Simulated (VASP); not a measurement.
# ZnO (zincite) (P6_3mc) in VASP: further runs, part 2 of 2

VASP 6.6.1. Earlier steps stand in the parts before.

### 4 Relaxation of shape and atoms at fixed volume, PBE (a relaxed cell with its volume scaled by 0.94)

The input, INCAR:

```
SYSTEM = ZnO
PREC = Accurate
ENCUT = 300
EDIFF = 1E-7
ISMEAR = 0
SIGMA = 0.03
LREAL = .FALSE.
LASPH = .TRUE.
NELM = 80
ALGO = Normal
ISIF = 4
LWAVE = .FALSE.
LCHARG = .FALSE.
GGA = PE
IBRION = 2
NSW = 40
EDIFFG = -0.01
```

The input, KPOINTS:

```
Automatic mesh
0
G
  5 5 3
  0 0 0
```

The input, POSCAR:

```
ZnO                                     
1.0
    3.2123445287      0.0000000000      0.0000000000
   -1.6061722644      2.7819719675      0.0000000000
    0.0000000000      0.0000000000      5.1802356013
  Zn              O             
     2     2
Direct
     0.3333333332999970    0.6666666667000030    0.4999111560273977
     0.6666666667000030    0.3333333332999970    0.9999111560273976
     0.6666666667000030    0.3333333332999970    0.3790988439726033
     0.3333333332999970    0.6666666667000030    0.8790988439726034
```

Potentials or basis: VASP PAW PBE potentials, release 64 (Zn, O_s).

On the command line:

```
$ cat potpaw_PBE.64/Zn/POTCAR potpaw_PBE.64/O_s/POTCAR > POTCAR
$ mpirun -np 1 vasp_std > vasp.out
```

OUTCAR:

```text
SYSTEM = ZnO
   PREC = Accurate
   ENCUT = 300
   EDIFF = 1E-7
   ISMEAR = 0
   LREAL = .FALSE.
   LASPH = .TRUE.
   NELM = 80
   ISIF = 4
   GGA = PE
   IBRION = 2
   NSW = 40
   EDIFFG = -0.01

 ion  position               nearest neighbor table
   1  0.333  0.667  0.500-   3 1.96   3 1.96   3 1.96   4 1.96
   2  0.667  0.333  1.000-   4 1.96   4 1.96   4 1.96   3 1.96
   3  0.667  0.333  0.379-   1 1.96   1 1.96   1 1.96   2 1.96
   4  0.333  0.667  0.879-   2 1.96   2 1.96   2 1.96   1 1.96

  LATTYP: Found a hexagonal cell.
 ALAT       =     3.2123445287
 C/A-ratio  =     1.6126027439

  Lattice vectors:

 A1 = (   3.2123445287,   0.0000000000,   0.0000000000)
 A2 = (  -1.6061722644,   2.7819719675,   0.0000000000)
 A3 = (   0.0000000000,   0.0000000000,   5.1802356013)

Analysis of symmetry for initial positions (statically):
=====================================================================
 Subroutine PRICEL returns:
 Original cell was already a primitive cell.

 Routine SETGRP: Setting up the symmetry group for a
 hexagonal supercell.

 Subroutine GETGRP returns: Found 12 space group operations
 (whereof  6 operations were pure point group operations)
 out of a pool of 24 trial point group operations.

The static configuration has the point symmetry C_3v.
 The point group associated with its full space group is C_6v.

Analysis of symmetry for dynamics (positions and initial velocities):
=====================================================================
 Subroutine PRICEL returns:
 Original cell was already a primitive cell.

 Routine SETGRP: Setting up the symmetry group for a
 hexagonal supercell.

 Subroutine GETGRP returns: Found 12 space group operations
 (whereof  6 operations were pure point group operations)
 out of a pool of 24 trial point group operations.

[... 109 lines left out ...]
     AMIX     =   0.40;   BMIX     =  1.00
     AMIX_MAG =   1.60;   BMIX_MAG =  1.00
  volume/ion in A,a.u.               =      11.57        78.10
  Fermi-wavevector in a.u.,A,eV,Ry     =   1.505454  2.844896 30.836139  2.266392
  Thomas-Fermi vector in A             =   2.616301
   LORBIT       =      0    0 simple, 1 ext, 2 COOP (PROOUT), +10 PAW based schemes
   GGA     = PE    functional components
   LHFCALC =     F    Hartree Fock is set to
   AEXX    =    0.0000 exact exchange contribution
   IVDW    =     0    specifies the selected vdW correction
   LEPSILON=     F    determine dielectric tensor
   LRPA    =     F    only Hartree local field effects (RPA)
 conjugate gradient relaxation of ions
 non-spin polarized calculation
 Gauss-broadening in eV      SIGMA  =   0.03
  energy-cutoff  :      300.00
  volume of cell :       46.29
 maximum number of plane-waves:       558
 NGX is ok and might be reduce to    18
   NGX =  9   NGY =  9   NGZ = 15

 number of electron      36.0000164 magnetization

 Free energy of the ion-electron system (eV)
  ---------------------------------------------------
  ext. energy  EPLUGINS =         0.00000000
  ---------------------------------------------------
  free energy    TOTEN  =       -17.73771118 eV

  energy without entropy =      -17.73771118  energy(sigma->0) =      -17.73771118

 E-fermi :   1.8752     XC(G=0): -11.0644

 val. band max:        1.7242798147   @ k =   0.0000   0.0000   0.0000
 cond. band min:       2.5364176634   @ k =   0.0000   0.0000   0.0000
 fundamental gap:      0.8121378487
 Fermi energy:         1.8751916434

 k-point     1 :       0.0000    0.0000    0.0000
  band No.  band energies     occupation
      1     -16.6044      2.00000
      2     -15.8384      2.00000
      3      -4.1581      2.00000
      4      -4.1072      2.00000
      5      -4.1072      2.00000
      6      -4.0578      2.00000
[... 239 lines left out ...]
     21       9.9694      0.00000
     22      10.6055      0.00000

------------------------ aborting loop because EDIFF is reached ----------------------------------------

  FORCE on cell =-STRESS in cart. coord.  units (eV):
  Direction    XX          YY          ZZ          XY          YZ          ZX
  --------------------------------------------------------------------------------------
  -------------------------------------------------------------------------------------
  Total        2.7725689      2.7725689      2.7563535     -0.0000000      0.0000000      0.0000000
  in kB       95.9552077     95.9552077     95.3940112     -0.0000000      0.0000000      0.0000000
  external PRESSURE =      95.7681422 kB  Pullay stress =       0.0000000 kB

 VOLUME and BASIS-vectors are now :
 -----------------------------------------------------------------------------
  energy-cutoff  :      300.00
  volume of cell :       46.29
      direct lattice vectors                 reciprocal lattice vectors
     3.212344529  0.000000000  0.000000000     0.311299112  0.179728626  0.000000000
    -1.606172264  2.781971968  0.000000000     0.000000000  0.359457253  0.000000000
     0.000000000  0.000000000  5.180235601     0.000000000  0.000000000  0.193041413

 POSITION                                       TOTAL-FORCE (eV/Angst)
 -----------------------------------------------------------------------------------
     -0.00000      1.85465      2.58966         0.000000      0.000000     -0.001615
      1.60617      0.92732      5.17978        -0.000000      0.000000     -0.001615
      1.60617      0.92732      1.96382         0.000000     -0.000000      0.001615
     -0.00000      1.85465      4.55394        -0.000000      0.000000      0.001615
 -----------------------------------------------------------------------------------
    total drift:                               -0.000002     -0.000004     -0.004471

  FREE ENERGIE OF THE ION-ELECTRON SYSTEM (eV)
  ---------------------------------------------------
  free  energy   TOTEN  =       -17.7377111830 eV

  energy  without entropy=      -17.7377111830  energy(sigma->0) =      -17.73771118

 reached required accuracy - stopping structural energy minimisation
```

CONTCAR:

```text
ZnO
   1.00000000000000
     3.2123445287000001    0.0000000000000000    0.0000000000000000
    -1.6061722644000000    2.7819719675000001    0.0000000000000000
     0.0000000000000000    0.0000000000000000    5.1802356012999997
  Zn              O
     2     2
Direct
     0.3333333332999970    0.6666666667000030    0.4999111560273946
     0.6666666667000030    0.3333333332999970    0.9999111560273946
     0.6666666667000030    0.3333333332999970    0.3790988439726064
     0.3333333332999970    0.6666666667000030    0.8790988439726064

  0.00000000E+00  0.00000000E+00  0.00000000E+00
  0.00000000E+00  0.00000000E+00  0.00000000E+00
  0.00000000E+00  0.00000000E+00  0.00000000E+00
  0.00000000E+00  0.00000000E+00  0.00000000E+00
```

Run time: 10 s. Hardware: 1 thread of Intel Xeon Platinum 8488C (Sapphire Rapids), shared host; peak memory 0.12 GiB.

The run converged, but some of its settings lie outside the range that counts as converged, so its numbers aren't taken as properties of the crystal.

Results:

| Quantity | Value |
| --- | --- |
| Free energy | -17.7377 eV |
| Band gap on the k mesh | 0.81 eV, direct |

Caveat: the k mesh is coarse (spacing up to 0.45 Å⁻¹), so the values aren't converged; the cutoff is under 1.25 times the usual one of these potentials, so pressure, stress and relaxed cells hold a basis-set (Pulay) error; the relaxation stopped at its first step, so nothing moved.
